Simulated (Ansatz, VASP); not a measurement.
**One calculation of Ni, two programs**

The input INCAR:

```
  PREC = Accurate
  ENCUT = 520
  EDIFF = 1E-7
  ISMEAR = -1
  SIGMA = 0.05
  LREAL = F
  LASPH = T
  NELM = 120
  ALGO = Normal
  ISIF = 2
  LWAVE = F
  LCHARG = F
  ISPIN = 2
  MAGMOM = 1
  LORBIT = 11
  LMAXMIX = 4
  GGA = PS
  NBANDS = 15
```

File KPOINTS:

```
Automatic mesh
0
Gamma
  13 13 13
```

File POSCAR:

```
Ni
1.0
    0.0000000000      1.7140893390      1.7140893390
    1.7140893390      0.0000000000      1.7140893390
    1.7140893390      1.7140893390      0.0000000000
Ni
1
Direct
    0.0000000000      0.0000000000      0.0000000000
```

input.yaml

```yaml
crystal:
  lattice:
    - [0.0, 1.714089339, 1.714089339]
    - [1.714089339, 0.0, 1.714089339]
    - [1.714089339, 1.714089339, 0.0]
  atoms:
    - { symbol: Ni, position: [0.0, 0.0, 0.0], spin: 1.0 }
hamiltonian:
  xc: pbesol
  pseudopotentials: { kind: paw }
magnetization:
  spin_polarized: true
kpoints:
  mp_grid: { grid: [13, 13, 13] }
scf:
  occupations: { method: fermi_dirac, width: 0.05 }
output:
  forces: true
  stress: true
  eigenvalues: true
```

Change from the starting cell: volume scaled by 0.96.

Alike in both runs: task single point; functional PBEsol; k mesh 13 × 13 × 13; occupations fermi-dirac, width 0.05 eV; collinear spin, ferromagnetic start.

```csv
,VASP,Ansatz
version,VASP 6.6.1,Ansatz 0.2.0
potentials or method,"VASP PAW PBE potentials, release 64 (Ni)",Ansatz PAW
plane-wave cutoff (eV),520,420
valence electrons in the cell,10,18
```

Ansatz gave:

```
gap on the k mesh at the Fermi level (eV)                     : none
pressure (GPa)                                                : 7.5
net moment per atom (μB)                                      : 0.63
size of the moment on the site where the two differ most (μB) : 0.66
```

Question: Estimate VASP's values.

Answer: gap on the k mesh at the Fermi level (eV): none; pressure (GPa): 7.4; net moment per atom (μB): 0.62; size of the moment on the site where the two differ most (μB): 0.62.

Site moments also hang on the region over which each program counts them. A gap of «none» marks a metal or a gap that the smearing closes. With one functional, cell and mesh, what is left measures potentials, basis and numerics. The two sets of potentials don't hold the same shells in valence.

Caveats: the PAW data sets were made with another functional, which shifts forces and pressure a little (VASP); the PAW data sets come from PBE, with cores solved anew for the run's functional, which leaves a small shift of forces and pressure (Ansatz).
